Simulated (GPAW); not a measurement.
PbS (Galena):

```
Pb S
1.0
     0.00000    2.96575    2.96575
     2.96575    0.00000    2.96575
     2.96575    2.96575    0.00000
Pb S
1 1
Direct
  0.00000 0.00000 0.00000
  0.50000 0.50000 0.50000
```

Base run:

```yaml
Program: GPAW 26.7.0
Functional: GLLB-SC
Potentials_or_basis: the program's PAW data sets (release 1.2.1) made for this functional
Cutoff: 600 eV
Basis: pw
k_mesh: 6 × 6 × 6
Occupations: fermi-dirac, width 0.05 eV
Spin: no spin polarisation
```

Its results: band gap on the k mesh with the derivative discontinuity 1.03 eV.

Question: The run is repeated on the same cell with these changes: functional from GLLB-SC to LDA; cutoff from 600 eV to 500 eV. What comes out?

Answer: Band gap on the k mesh 0.19 eV, direct.

Caveats: spin-orbit coupling is left out, which as a rule narrows the gap of such compounds by several tenths of an eV; the GLLB-SC gap is the Kohn-Sham gap of the path plus the derivative discontinuity (some runs); a model potential gives levels but no total energy (some runs).

A k mesh can miss the band edges.

Not every run made on this cell is shown here.
